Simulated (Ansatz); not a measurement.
How far is PAW off for TiSe₂?

```xyz
3
Lattice="3.5360 0.0000 0.0000 -1.7680 3.0623 0.0000 0.0000 0.0000 6.0040" Properties=species:S:1:pos:R:3 pbc="T T T"
Ti    0.0000    0.0000    0.0000
Se    0.0000    2.0415    1.5322
Se    1.7680    1.0208    4.4718
```

Atom numbers follow the list: Ti1, Se2, Se3.

The cell is COD entry 1548816, which may be a prediction rather than a measurement; nothing was relaxed.

Methods: DFT, PBEsol, PAW with Ansatz's default frozen-core files, scalar-relativistic (Ansatz 0.2.0); DFT, PBEsol, all-electron LAPW, scalar-relativistic (Ansatz 0.2.0).

For PAW: a Γ-centred 12×12×6 k mesh, Fermi–Dirac smearing of 0.03 eV, cutoff 420 eV, no spin polarisation; the PAW files were made with PBE, and the program remakes their frozen cores for this functional. LAPW targets a basis error of 1 meV/atom. The Ansatz runs share mesh, smearing and spin set-up. Plane-wave (PAW) pressures include the program's estimate of the Pulay term.

Stress and pressure are positive in compression.

Levels count from the Fermi level.

PAW results:

```csv
quantity,PAW
pressure (GPa),-2.28
stress xx (GPa),-2.71
stress zz (GPa),-1.42
"force on Se2, z (eV/Å)",-0.102
highest filled level at A (eV),-2.236
lowest empty level at A (eV),0.285
highest filled level at Γ (eV),-2.291
lowest empty level at Γ (eV),0.214
highest filled level at M (eV),-1.367
lowest empty level at M (eV),0.088
```

Task: What does full-potential LAPW give for the same quantities?

Result: 
```tsv
quantity	LAPW
pressure (GPa)	-2.28
stress xx (GPa)	-2.71
stress zz (GPa)	-1.41
force on Se2, z (eV/Å)	-0.103
highest filled level at A (eV)	-2.236
lowest empty level at A (eV)	0.285
highest filled level at Γ (eV)	-2.291
lowest empty level at Γ (eV)	0.215
highest filled level at M (eV)	-1.367
lowest empty level at M (eV)	0.087
```
